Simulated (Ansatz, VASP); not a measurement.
# AlN in VASP and in Ansatz

File INCAR:

```
SYSTEM = AlN
  PREC = Accurate
  ENCUT = 520
  EDIFF = 1E-6
  ISMEAR = 0
  SIGMA = 0.02
  LREAL = .False.
  LASPH = .True.
  NELM = 80
  ALGO = Normal
  ISIF = 2
  LWAVE = .False.
  LCHARG = .True.
  GGA = PE
  LELF = .True.
  LVHAR = .True.
  NBANDS = 11
```

File KPOINTS:

```
regular mesh
0
Gamma
  10 10 10
  0 0 0
```

File POSCAR:

```
AlN
1.0
    0.0000000000      2.0147034397      2.0147034397
    2.0147034397      0.0000000000      2.0147034397
    2.0147034397      2.0147034397      0.0000000000
Al N
1 1
Direct
    0.5000000000      0.5000000000      0.5000000000
    0.0000000000      0.0000000000      0.0000000000
```

Input for Ansatz:

```yaml
crystal:
  lattice:
    - [0.0, 2.0147034397, 2.0147034397]
    - [2.0147034397, 0.0, 2.0147034397]
    - [2.0147034397, 2.0147034397, 0.0]
  atoms:
    - { symbol: Al, position: [0.5, 0.5, 0.5] }
    - { symbol: "N", position: [0.0, 0.0, 0.0] }
basis:
  ecutwfc: 420
kpoints:
  mp_grid: { grid: [10, 10, 10] }
hamiltonian:
  xc: pbe
scf:
  occupations: { method: gaussian, width: 0.02 }
output:
  forces: true
  stress: true
  eigenvalues: true
  write_density: true
  write_potential: true
  elf: true
  volumetric_format: npy
```

Alike in both runs: task single point; functional PBE; k mesh 10 × 10 × 10; occupations gaussian, width 0.02 eV; no spin polarisation.

|  | VASP | Ansatz |
| --- | --- | --- |
| version | VASP 6.6.1 | Ansatz 0.2.0 |
| potentials or method | VASP PAW PBE potentials, release 64 (Al, N) | scalar-relativistic, plane waves, PAW |
| plane-wave cutoff (eV) | 520 | 420 |
| valence electrons in the cell | 8 | 8 |

Ansatz gave:

| Quantity | Value |
| --- | --- |
| gap on the k mesh at the Fermi level (eV) | 4.73 |
| least direct gap on the mesh (eV) | 5.82 |
| pressure (GPa) | 8.2 |

Q: Which values does VASP return?

A: gap on the k mesh at the Fermi level (eV): 4.71; least direct gap on the mesh (eV): 5.83; pressure (GPa): 7.9.

A k mesh can miss the band edges. A hybrid or GW would open this gap; PBE tends to underestimate it.
